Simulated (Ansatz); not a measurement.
**CdTe: band structure with PBE+D3(BJ)**

**Measured values to compare with.**

From a printed reference work, data compilation, for a bulk crystal of CdTe at 0 K: band gap 1.607 eV.

CdTe:

```xyz
2
Lattice="0.0000 3.2050 3.2050 3.2050 0.0000 3.2050 3.2050 3.2050 0.0000" Properties=species:S:1:pos:R:3 pbc="T T T"
Te    4.8075    4.8075    4.8075
Cd    0.0000    0.0000    0.0000
```

```yaml
Program: Ansatz 0.2.0
Task: band structure
Functional: PBE
Dispersion: D3(BJ)
Potentials_or_basis: all-electron LAPW, scalar-relativistic
Cutoff: 240 eV (chosen from the basis error)
Basis_error_allowed: 0.002 eV/atom
k_mesh: 7 × 7 × 7
Occupations: tetrahedron
Spin: no spin polarisation
```

The pressure is 2.3 GPa and the band gap on the k mesh is 0.87 eV, direct. The band gap along the path is 0.87 eV, direct.

Levels at the corners of the path, in eV from the valence-band top:
```tsv
point	band 18	band 19	band 20	band 21	band 22	band 23	band 24	band 25	band 26	band 27
Γ	-8.11	-8.11	0.00	0.00	0.00	0.87	4.60	4.60	4.60	7.50
X	-8.08	-7.58	-4.46	-1.98	-1.98	2.54	2.67	9.00	9.31	9.31
W	-8.11	-7.49	-4.34	-2.45	-2.33	4.37	4.68	5.61	6.30	9.85
K	-8.10	-7.53	-4.36	-2.70	-1.64	2.88	4.57	7.42	7.55	7.95
Γ	-8.11	-8.11	0.00	0.00	0.00	0.87	4.60	4.60	4.60	7.50
L	-8.10	-7.73	-4.61	-0.82	-0.82	1.86	5.20	5.20	7.08	8.76
U	-8.10	-7.53	-4.36	-2.70	-1.64	2.88	4.57	7.42	7.55	7.95
W	-8.11	-7.49	-4.34	-2.45	-2.33	4.37	4.68	5.61	6.30	9.85
```

Wall time 12 s on 1 thread of Arm Neoverse V2 (shared host), peak memory 0.27 GiB.

Against the measured gap of CdTe, 1.607 eV (0 K; a printed reference work, data compilation), the calculated 0.87 eV is off by -0.73 eV. Spin-orbit coupling on Cd, Te is left out. The value is that of PBE+D3(BJ), without temperature or zero-point motion. Semilocal functionals fall short of measured gaps as a rule.

Caveat: spin-orbit coupling is left out, which moves the levels of the heavy elements; with tetrahedron occupations forces and stress needn't match the slope of the energy.
